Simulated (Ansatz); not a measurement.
The system is CdO (Monteponite).

```xyz
2
Lattice="0.0000 2.3495 2.3495 2.3495 0.0000 2.3495 2.3495 2.3495 0.0000" Properties=species:S:1:pos:R:3 pbc="T T T"
Cd    0.0000    0.0000    0.0000
O     2.3495    2.3495    2.3495
```

Base run:

| Quantity | Value |
| --- | --- |
| Program | Ansatz 0.2.0 |
| Functional | PBE |
| Potentials or basis | Ansatz PAW |
| Cutoff | 300 eV |
| Density cutoff | 1200 eV |
| k mesh | 10 × 10 × 10 |
| Occupations | fermi-dirac, width 0.05 eV |
| Spin | no spin polarisation |

Its results: band gap on the k mesh none (metal or under the smearing width); pressure 6.6 GPa.

Question: The run is repeated on the same cell with these changes: cutoff from 300 eV to 420 eV (not typed: the program's choice for these potentials); k mesh from 10 × 10 × 10 to 13 × 13 × 13. What comes out?

Answer: Band gap on the k mesh none (metal or under the smearing width); pressure 6.1 GPa.

Caveats: this crystal is a semiconductor, whose small gap the functional closes, so the metal is an error of the method; the pressure holds a Pulay correction of +25.5 GPa for the finite cutoff (some runs); the cutoff lies under the one recommended for these potentials (some runs).
